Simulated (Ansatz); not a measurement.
This cell of LaAlO₃ (R-3c-perovskite type, space group R-3c) is off equilibrium:

```
LaAlO3
1.0
    2.70622     1.56244     4.39751
   -2.70622     1.56244     4.39751
    0.00000    -3.12488     4.39751
La Al O
2 2 6
Direct
  0.25000   0.25000   0.25000
  0.75000   0.75000   0.75000
  0.00505   0.00505   0.00505
  0.49495   0.49495   0.49495
  0.78740   0.71260   0.25000
  0.25000   0.78740   0.71260
  0.71260   0.25000   0.78740
  0.21000   0.29000   0.75000
  0.75000   0.21000   0.29000
  0.29000   0.75000   0.21000
```

All values below come from PBE (plane waves to 420 eV, PAW, scalar-relativistic; Ansatz, a first-principles code). k mesh 8×8×8 (Γ-centred), Fermi-Dirac smearing 0.05 eV. Stress and pressure are positive under compression. LaAlO3 is run without spin polarisation. LaAlO3 was relaxed with its symmetry unable to fall. The PAW data are Ansatz's earlier set.

**Question.** Predict the force on every atom, in eV/Å.

**Answer.** 
```csv
atom,Fx,Fy,Fz
La1,0.000,0.000,0.000
La2,0.000,0.000,0.000
Al3,0.000,0.000,-1.464
Al4,0.000,0.000,1.464
O5,0.096,0.000,0.000
O6,-0.048,0.083,0.000
O7,-0.048,-0.083,0.000
O8,0.086,0.000,0.000
O9,-0.043,0.075,0.000
O10,-0.043,-0.075,0.000
```

(A displaced cell: forces are minus the slopes of the energy, force constants its curvatures, and phonons follow from these.)
